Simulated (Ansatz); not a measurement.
**Si (Silicon): field gradients as cell or settings change**

Aim: follow the field gradients at the nuclei of Si (Silicon) through further changes. The cell is an entry of the Crystallography Open Database (COD). Its positions were relaxed in an earlier run. Planned: ions relaxed at fixed cell; functional r2SCAN at the relaxed positions; z stretched by -3 %, ions relaxed; z stretched by -2 %, ions relaxed.

Computed with Ansatz 0.2.0 (DFT, PBE, plane-wave PAW, default files, scalar-relativistic, as far as a step names no other, unless a step's input says otherwise).

## Step 1: The system as given

It takes space group Fd-3m (No. 227, cubic). Conventional cell: a = 5.431 Å, b = 5.431 Å, c = 5.431 Å, α = 90.00°, β = 90.00°, γ = 90.00°. Around Si (site symmetry -43m) lie 4 Si at 2.35 Å.

Structure file:

```xyz
2
Lattice="0.0000 2.7153 2.7153 2.7153 0.0000 2.7153 2.7153 2.7153 0.0000" Properties=species:S:1:pos:R:3 pbc="T T T"
Si    0.0000    0.0000    0.0000
Si    1.3577    1.3577    1.3577
```

The earlier run gave: gap on the mesh 0.57 eV, largest force 0.000 eV/Å, pressure 2.0 GPa.

Like atoms gathered into sites:

```tsv
site	atoms	first shell	V_zz (10²¹ V/m²)	η	C_Q (MHz)
Si	1, 2	4 Si at 2.35 Å	0.00	–	–
```

C_Q = eQV_zz/h, which is 24.18 MHz for Q = 1 b and V_zz = 10²¹ V/m²; η = (V_xx − V_yy)/V_zz. Nuclear quadrupole moments: year-2017 set (Pyykkö). A dash under C_Q marks elements without a common quadrupolar isotope.

## Step 2: Ions relaxed at fixed cell

Input file input.yaml:

```yaml
crystal:
  lattice:
    - [0.0, 2.71535, 2.71535]
    - [2.71535, 0.0, 2.71535]
    - [2.71535, 2.71535, 0.0]
  atoms:
    - { symbol: Si, position: [0.0, 0.0, 0.0] }
    - { symbol: Si, position: [0.25, 0.25, 0.25] }
kpoints:
  mp_grid: { grid: [14, 14, 14] }
scf:
  occupations: { method: fermi_dirac, width: 0.02 }
hamiltonian:
  xc: pbe
  pseudopotentials: { kind: paw }
output:
  forces: true
  stress: true
  populations: true
  efg: { contact_densities: true }
relax:
  f_tol: 0.02
  max_steps: 60
```

The run is started by

```sh
$ ansatz run input.yaml --threads 1 --pin off --max-ram 3072MiB --backend cpu --events-out ev --progress --plain --runs-dir out
```

The log of the run, shortened:

```text
Warning: output.stress: scf.convergence.dr2_threshold = 1e-7 eV (the SCF's general default) is looser than the 2e-10 eV advised for a printed stress (1e-10 eV for each atom of the cell: 2). What an SCF threshold leaves in a stress goes as its square root, and in the free energy as the [...]
Warning: RAYON_NUM_THREADS=1 ignored (pool sized by the plan → 1); use --threads N
[...]
Pseudopotentials: kind: paw
Pseudopotential: Si, paw, valence charge 4, recommended cutoff 420 eV (normal), Si.paw.azcp
Functional definition: PBE
[...]
Crystal: 2 atoms, lattice volume = 40.041 Å³
Basis set: ecut = 420 eV, 749 PW (Γ), exchange–correlation on 54×54×54 points (8 copies of the dense FFT grid, shifted against one another)
Bands: 8, of which v1, the nominal top of the filled ones, is band 4 counted from 1 (3 counted from 0)
Symmetry: 48 space group operations
Space group: Fd-3m (ITA 227), of the structure as read, at distance tolerance 3.4e-5 Å
k-points: 104 of 2744
[...]
SCF iter   1: F=—  HF=-1271.614451 eV  |F-HF|=—  |Δ(HF+E_count)|=         —  Δρ=1.17e-3  dr2=3.01e-4  ethr=1.77e-3  ⟨swp⟩=6.3  Hψ=7586  notcnv=0
[...]
SCF iter   6: F=-1271.614871 eV  HF=-1271.614871 eV  |F-HF|=4.32e-12  |Δ(HF+E_count)|=  9.43e-10  Δρ=3.11e-7  dr2=2.47e-11  ethr=1.36e-11  ⟨swp⟩=1.1  Hψ=2543  notcnv=0
[...]
relax step   1: F+E_penalty+E_count = -1271.61487129 eV  Δ(F+E_penalty+E_count) = +0.000e0 eV  max|allowed force component| = 2.313e-17 eV/Å  Δτ_max = 0.0000 Å  (6 SCF iters, accepted)
NSCF: frozen V_eff on 104 k-points
[...]
SCF converged after 6 iterations
Free energy (F): -1271.614871 eV
[...]
E sigma→0 (E₀):  -1271.614871 eV
Fermi energy:    6.508776 eV
[...]
--- Forces (eV/Å), atoms counted from 1 ---
  atom   1  Si     0.00000000     0.00000000     0.00000000
  atom   2  Si    -0.00000000    -0.00000000     0.00000000
[...]
--- Stress (GPa, compression-positive) ---
        2.024032      -0.000000      -0.000000
       -0.000000       2.024032      -0.000000
       -0.000000      -0.000000       2.024032
  P = ⅓ Tr σ = 2.0240 GPa (20.240 kbar)
--- PAW observables at the nuclei: V_zz in 10²¹ V/m², potentials from the cell's mean, atoms counted from 1 ---
  atom   1  Si V_zz =    +0.000000   η = 0.0000   by run symmetry: forbidden
            electrostatic potential = -1358.509513 V   contact ρ = 12810.707410 e/Å³
  atom   2  Si V_zz =    +0.000000   η = 0.0000   by run symmetry: forbidden
            electrostatic potential = -1358.509513 V   contact ρ = 12810.707410 e/Å³
--- Band table (eV; the first three rows and the last of 104) ---
  k-point 0: bands = ["-5.7322", "6.2293", "6.2293", "6.2293", "8.7902", "8.7902", "8.7902", "9.5933"]
[...]
--- Relaxed structure (1 steps of the walk, 1 accepted, 0 SCFs on fresh bases) ---
  F+E_penalty+E_count = -1271.61487129 eV   max|allowed force component| = 2.313e-17 eV/Å
  atoms:
    - { symbol: Si, position: [0.0, 0.0, 0.0] }
    - { symbol: Si, position: [0.25, 0.25, 0.25] }
--- Löwdin populations: 2 sites ---
  site symbol       q [e]
     0     Si      3.9626
     1     Si      3.9626
  spilling = 0.009342 (of n_electrons = 8.000000)
```

Run time: 1.9 s. Hardware: 1 thread of Intel Xeon 6975P-C (Granite Rapids), shared host; peak memory 0.4 GiB.

No atom moved: the forces were under the tolerance from the start.

At the end: gap on the mesh 0.57 eV, largest force 0.000 eV/Å, pressure 2.0 GPa.

What changed since step 1 (V_zz in 10²¹ V/m²):

```
site  atoms  V_zz, PBE  V_zz, PBE relaxed  η, PBE  η, PBE relaxed
  Si   1, 2       0.00               0.00       –               –
```

Site by site (atoms counted from 1):

```tsv
site	atoms	first shell	V_zz (10²¹ V/m²)	η	C_Q (MHz)
Si	1, 2	4 Si at 2.35 Å	0.00	–	–
```

## Step 3: Functional r2SCAN at the relaxed positions

Changes to input.yaml since step 2:

```diff
@@ -13,3 +13,3 @@
 hamiltonian:
-  xc: pbe
+  xc: r2scan
   pseudopotentials: { kind: paw }
@@ -20,4 +20 @@
   efg: { contact_densities: true }
-relax:
-  f_tol: 0.02
-  max_steps: 60
```

The run is started by

```sh
$ ansatz run input.yaml --threads 1 --pin off --max-ram 3072MiB --backend cpu --events-out ev --progress --plain --runs-dir out
```

The log of the run, shortened:

```text
Warning: RAYON_NUM_THREADS=1 ignored (pool sized by the plan → 1); use --threads N
[...]
[... 1 set-up line as earlier in the session ...]
Pseudopotential: Si, paw, valence charge 4, recommended cutoff 500 eV (meta_gga), Si.paw.azcp
Functional definition: r2SCAN
[...]
Crystal: 2 atoms, lattice volume = 40.041 Å³
Basis set: ecut = 500 eV, 965 PW (Γ), exchange–correlation on 120×120×120 points (64 copies of the dense FFT grid, shifted against one another)
Bands: 8, of which v1, the nominal top of the filled ones, is band 4 counted from 1 (3 counted from 0)
[... 2 set-up lines as earlier in the session ...]
k-points: 104 of 2744
[...]
SCF iter   1: F=—  HF=-1278.117221 eV  |F-HF|=—  |Δ(HF+E_count)|=         —  Δρ=3.13e-3  dr2=2.96e-3  dr2_τ=1.25e-2  ethr=1.77e-3  ⟨swp⟩=6.2  Hψ=7718  notcnv=0
[...]
  atom   1  Si     0.00000000     0.00000000    -0.00000000
  atom   2  Si     0.00000000     0.00000000     0.00000000
[...]
--- Stress (GPa, compression-positive) ---
        0.735070       0.000000      -0.000000
        0.000000       0.735070      -0.000000
        0.000000       0.000000       0.735070
  P = ⅓ Tr σ = 0.7351 GPa (7.351 kbar)
--- PAW observables at the nuclei: V_zz in 10²¹ V/m², potentials from the cell's mean, atoms counted from 1 ---
  atom   1  Si V_zz =    +0.000000   η = 0.0000   by run symmetry: forbidden
            electrostatic potential = -1357.996200 V   contact ρ = 12788.920158 e/Å³
  atom   2  Si V_zz =    +0.000000   η = 0.0000   by run symmetry: forbidden
            electrostatic potential = -1357.996200 V   contact ρ = 12788.920158 e/Å³
--- Band table (eV; the first three rows and the last of 104) ---
  k-point 0: bands = ["-6.3815", "6.1548", "6.1548", "6.1548", "8.8973", "8.8973", "8.8973", "10.1335"]
[...]
--- Löwdin populations: 2 sites ---
  site symbol       q [e]
     0     Si      3.9603
     1     Si      3.9603
  spilling = 0.009916 (of n_electrons = 8.000000)
```

It took 3 s on 1 thread of Intel Xeon 6975P-C (Granite Rapids), shared host; peak memory 0.52 GiB.

At the end: gap on the mesh 0.76 eV, largest force 0.000 eV/Å, pressure 0.7 GPa.

What changed since step 2 (V_zz in 10²¹ V/m²):

```
site  atoms  V_zz, PBE relaxed  V_zz, r2SCAN  η, PBE relaxed  η, r2SCAN
  Si   1, 2               0.00          0.00               –          –
```

## Step 4: Z stretched by -3 %, ions relaxed

Changes to input.yaml since step 3:

```diff
@@ -2,4 +2,4 @@
   lattice:
-    - [0.0, 2.71535, 2.71535]
-    - [2.71535, 0.0, 2.71535]
+    - [0.0, 2.71535, 2.6338895]
+    - [2.71535, 0.0, 2.6338895]
     - [2.71535, 2.71535, 0.0]
@@ -13,3 +13,3 @@
 hamiltonian:
-  xc: r2scan
+  xc: pbe
   pseudopotentials: { kind: paw }
@@ -20 +20,4 @@
   efg: { contact_densities: true }
+relax:
+  f_tol: 0.02
+  max_steps: 60
```

The run is started by

```sh
$ ansatz run input.yaml --threads 1 --pin off --max-ram 3072MiB --backend cpu --events-out ev --progress --plain --runs-dir out
```

The log of the run, shortened:

```text
Warning: output.stress: scf.convergence.dr2_threshold = 1e-7 eV (the SCF's general default) is looser than the 2e-10 eV advised for a printed stress (1e-10 eV for each atom of the cell: 2). What an SCF threshold leaves in a stress goes as its square root, and in the free energy as the [...]
Warning: RAYON_NUM_THREADS=1 ignored (pool sized by the plan → 1); use --threads N
[...]
[... 3 set-up lines as earlier in the session ...]
[...]
Crystal: 2 atoms, lattice volume = 38.840 Å³
Basis set: ecut = 420 eV, 741 PW (Γ), exchange–correlation on 54×54×54 points (8 copies of the dense FFT grid, shifted against one another)
Bands: 8, of which v1, the nominal top of the filled ones, is band 4 counted from 1 (3 counted from 0)
Symmetry: 16 space group operations
Space group: I41/amd (ITA 141), of the structure as read, at distance tolerance 3.4e-5 Å
k-points: 244 of 2744
[...]
--- Stress (GPa, compression-positive) ---
        4.224470       0.000000       0.000000
        0.000000       4.224470       0.000000
        0.000000       0.000000       6.993943
  P = ⅓ Tr σ = 5.1476 GPa (51.476 kbar)
--- PAW observables at the nuclei: V_zz in 10²¹ V/m², potentials from the cell's mean, atoms counted from 1 ---
  atom   1  Si V_zz =    +0.040284   η = 0.0000   by run symmetry: allowed
            electrostatic potential = -1358.982995 V   contact ρ = 12810.476820 e/Å³
  atom   2  Si V_zz =    +0.040284   η = 0.0000   by run symmetry: allowed
            electrostatic potential = -1358.982995 V   contact ρ = 12810.476820 e/Å³
--- Band table (eV; the first three rows and the last of 244) ---
  k-point 0: bands = ["-5.6187", "6.4861", "6.4861", "6.6965", "9.0593", "9.1691", "9.1691", "10.2615"]
[...]
--- Relaxed structure (1 steps of the walk, 1 accepted, 0 SCFs on fresh bases) ---
  F+E_penalty+E_count = -1271.58121245 eV   max|allowed force component| = 1.388e-17 eV/Å
  atoms:
    - { symbol: Si, position: [0.0, 0.0, 0.0] }
    - { symbol: Si, position: [0.25, 0.25, 0.25] }
--- Löwdin populations: 2 sites ---
  site symbol       q [e]
     0     Si      3.9619
     1     Si      3.9619
  spilling = 0.009517 (of n_electrons = 8.000000)
```

It took 3.4 s on 1 thread of Intel Xeon 6975P-C (Granite Rapids), shared host; peak memory 0.45 GiB.

No atom moved: the forces were under the tolerance from the start.

At the end: gap on the mesh 0.19 eV, largest force 0.000 eV/Å, pressure 5.1 GPa.

Against step 2 (V_zz in 10²¹ V/m²):

```
site  atoms  V_zz, PBE relaxed  V_zz, changed cell  η, PBE relaxed  η, changed cell
  Si   1, 2               0.00               0.040               –             0.00
```

## Step 5: Z stretched by -2 %, ions relaxed

Changes to input.yaml since step 4:

```diff
@@ -2,4 +2,4 @@
   lattice:
-    - [0.0, 2.71535, 2.6338895]
-    - [2.71535, 0.0, 2.6338895]
+    - [0.0, 2.71535, 2.661043]
+    - [2.71535, 0.0, 2.661043]
     - [2.71535, 2.71535, 0.0]
```

The run is started by

```sh
$ ansatz run input.yaml --threads 1 --pin off --max-ram 3072MiB --backend cpu --events-out ev --progress --plain --runs-dir out
```

The log of the run, shortened:

```text
Warning: output.stress: scf.convergence.dr2_threshold = 1e-7 eV (the SCF's general default) is looser than the 2e-10 eV advised for a printed stress (1e-10 eV for each atom of the cell: 2). What an SCF threshold leaves in a stress goes as its square root, and in the free energy as the [...]
Warning: RAYON_NUM_THREADS=1 ignored (pool sized by the plan → 1); use --threads N
[...]
[... 3 set-up lines as earlier in the session ...]
[...]
Crystal: 2 atoms, lattice volume = 39.240 Å³
Basis set: ecut = 420 eV, 741 PW (Γ), exchange–correlation on 54×54×54 points (8 copies of the dense FFT grid, shifted against one another)
Bands: 8, of which v1, the nominal top of the filled ones, is band 4 counted from 1 (3 counted from 0)
[... 2 set-up lines as earlier in the session ...]
k-points: 244 of 2744
[...]
--- Stress (GPa, compression-positive) ---
        3.435239       0.000000       0.000000
        0.000000       3.435239       0.000000
        0.000000       0.000000       5.311166
  P = ⅓ Tr σ = 4.0605 GPa (40.605 kbar)
--- PAW observables at the nuclei: V_zz in 10²¹ V/m², potentials from the cell's mean, atoms counted from 1 ---
  atom   1  Si V_zz =    +0.024515   η = 0.0000   by run symmetry: allowed
            electrostatic potential = -1358.822665 V   contact ρ = 12810.548831 e/Å³
  atom   2  Si V_zz =    +0.024515   η = 0.0000   by run symmetry: allowed
            electrostatic potential = -1358.822665 V   contact ρ = 12810.548831 e/Å³
--- Band table (eV; the first three rows and the last of 244) ---
  k-point 0: bands = ["-5.6576", "6.3978", "6.3978", "6.5384", "8.9664", "9.0394", "9.0394", "10.0370"]
[...]
--- Relaxed structure (1 steps of the walk, 1 accepted, 0 SCFs on fresh bases) ---
  F+E_penalty+E_count = -1271.59658330 eV   max|allowed force component| = 1.388e-17 eV/Å
  atoms:
    - { symbol: Si, position: [0.0, 0.0, 0.0] }
    - { symbol: Si, position: [0.25, 0.25, 0.25] }
--- Löwdin populations: 2 sites ---
  site symbol       q [e]
     0     Si      3.9622
     1     Si      3.9622
  spilling = 0.009456 (of n_electrons = 8.000000)
```

Wall time 3.4 s (1 thread of Intel Xeon 6975P-C (Granite Rapids), shared host); peak memory 0.46 GiB.

No atom moved: the forces were under the tolerance from the start.

The run ends with gap on the mesh 0.32 eV, largest force 0.000 eV/Å, pressure 4.1 GPa.

What changed since step 2 (V_zz in 10²¹ V/m²):

```
site  atoms  V_zz, PBE relaxed  V_zz, changed cell  η, PBE relaxed  η, changed cell
  Si   1, 2               0.00               0.025               –             0.00
```

## Step 6: What came out

| quantity | value |
| --- | --- |
| state (step 2) | gap on the mesh 0.57 eV, largest force 0.000 eV/Å, pressure 2.0 GPa |
| V_zz by site, step 2 (10²¹ V/m²) | all zero by symmetry |
| contact density, step 2 (a₀⁻³) | Si 1898.4 |

**Reading.** All gradients vanish by symmetry in step 2.

The gaps are Kohn-Sham values of a semilocal functional, not quasiparticle or optical gaps. Such gaps usually fall short of the measured ones.
